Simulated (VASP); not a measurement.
Write the native input for VASP 6.6.1 that does the following.

```yaml
Task: single point
Functional: PBEsol
Potentials_or_basis: VASP PAW PBE potentials, release 64 (Mg, O)
Cutoff: 520 eV
k_mesh: 9 × 9 × 6
Occupations: gaussian, width 0.02 eV
Spin: no spin polarisation
Dipole_correction: no
Further_INCAR_settings: ALGO = Fast; EDIFF = 1e-06; NBANDS = 16
```

The structure of MgO lies in POSCAR:

```
MgO
1.0
    3.7720157168      0.0000000000      0.0000000000
   -1.8860078584      3.2666614342      0.0000000000
    0.0000000000      0.0000000000      5.9299107453
Mg O
2 2
Direct
    0.6666666700      0.3333333300      0.4986615200
    0.3333333300      0.6666666700      0.9986615200
    0.6666666700      0.3333333300      0.8862384800
    0.3333333300      0.6666666700      0.3862384800
```

Measurements of this composition are mostly on another form, of space group No. 225.

The cell isn't the ideal one: Cd replaced by Mg, lengths x 0.991, strained and moved within the space group.

One way to write it, as run:

INCAR

```
SYSTEM = MgO
  ALGO = Fast
  EDIFF = 1E-6
  ENCUT = 520
  GGA = PS
  ISIF = 2
  ISMEAR = 0
  LASPH = .TRUE.
  LCHARG = .FALSE.
  LREAL = .FALSE.
  LWAVE = .FALSE.
  NBANDS = 16
  NELM = 60
  PREC = Accurate
  SIGMA = 0.02
```

KPOINTS

```
k-points
0
G
  9 9 6
  0 0 0
```

Potentials or basis: VASP PAW PBE potentials, release 64 (Mg, O).

Run with:

```console
$ cat potpaw_PBE.64/Mg/POTCAR potpaw_PBE.64/O/POTCAR > POTCAR
$ mpirun -np 1 vasp_std > vasp.out
```

It gave:

```yaml
Pressure: -21.9 GPa
Largest_force: 0.085 eV/Å
Band_gap_on_the_k_mesh: 1.56 eV, direct
```

Caveat: so large a pressure means that the cell lies far from this level's equilibrium, or that cutoff or potentials fall short; the potentials were made for another functional, which shifts forces and pressure; an odd mesh through Γ misses points on the zone boundary, where band edges often lie.

Wall time 80 s on 1 thread of Intel(R) Xeon(R) Platinum 8259CL CPU @ 2.50GHz (Skylake/Cascade Lake), on a shared host, peak memory 0.21 GiB.
